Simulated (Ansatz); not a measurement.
A generator proposed this cell of LiCl.

```yaml
crystal:
  lattice:
    - [0.00000, 2.47960, 2.47960]
    - [2.47960, 0.00000, 2.47960]
    - [2.47960, 2.47960, 0.00000]
  atoms:
    - { symbol: Li, position: [0.25000, 0.25000, 0.25000] }
    - { symbol: Cl, position: [0.50000, 0.50000, 0.50000] }
```

The calculation used DFT PBE, scalar-relativistic, plane waves, PAW (Ansatz 0.2.0). Cutoff 420 eV; k points 6×6×6 on the computed 2-atom cell (Γ-centred); Gaussian smearing, width 0.10 eV; no spin polarisation.

Formation energies are uncorrected and refer to the elements' standard structures at the same level (Cl₂ as a molecule).

Task: How far from equilibrium is it?

Result: The pressure is 15.1 GPa (it wants to expand), the largest force is 0.00 eV/Å (symmetry fixes the atoms), and the energy is −1.67 eV/atom against the elements. The shortest distance is 2.15 Å.

Task: Is it a good guess?

Result: A rough one: relaxing gains about 0.21 eV/atom in 9 ionic steps and ends at −1.873 eV/atom on the finer mesh. The symmetry stays F-43m (No. 216). The end has the zinc blende type. The volume per atom grows by 37.6 %, from 15.2 to 21.0 Å³. The shortest distance goes from 2.15 Å (Li–Cl) to 2.39 Å (Li–Cl). Conventional cell: a = 5.516 Å. Li has 4 Cl at 2.39 Å; Cl is surrounded by 4 Li at 2.39 Å.

The last run used an 8×8×8 mesh for its 2-atom cell and Gaussian smearing of 0.02 eV. The relaxation can't lower the symmetry of the start, and the grade says only how near the guess is to its own end. A later test with randomly moved atoms came back to the same energy, though modes that don't fit the test's cell weren't probed.
